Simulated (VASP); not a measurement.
The system is BeTe.

```
Be Te
1.0
     0.00000    2.77000    2.77000
     2.77000    0.00000    2.77000
     2.77000    2.77000    0.00000
Be Te
1 1
Direct
  0.00000 0.00000 0.00000
  0.25000 0.25000 0.25000
```

| Item | Value |
| --- | --- |
| Program | VASP 6.6.1 |
| Task | relaxation of cell and atoms |
| Functional | PBEsol |
| Potentials or basis | VASP PAW PBE potentials, release 64 (Be, Te) |
| Cutoff | 600 eV |
| k mesh | 8 × 8 × 8 |
| Occupations | gaussian, width 0.02 eV |
| Spin | no spin polarisation |

At the start: pressure 2.5 GPa; volume 21.25 Å³/atom.

Task: Where does the relaxation end?

Result: Over 3 steps the energy falls by 6.5 meV/atom and the volume is 22.10 Å³/atom (+4.0 %); space group F-43m (No. 216, to 0.05 Å).

Step by step:
| step | energy change (eV) | largest force (eV/Å) | pressure (GPa) | volume (Å³) |
| --- | --- | --- | --- | --- |
| 1 | 0.0000 | 0.0000 | 2.54 | 42.51 |
| 2 | -0.0122 | 0.0000 | -0.55 | 44.61 |
| 3 | -0.0129 | 0.0000 | 0.00 | 44.19 |

Final structure:
```yaml
crystal:
  lattice:
    - [0.00000, 2.80615, 2.80615]
    - [2.80615, 0.00000, 2.80615]
    - [2.80615, 2.80615, 0.00000]
  atoms:
    - { symbol: Be, position: [0.00000, 0.00000, 0.00000] }
    - { symbol: Te, position: [0.25000, 0.25000, 0.25000] }
```

Caveat: the PAW data sets were made with another functional, which shifts forces and pressure a little.
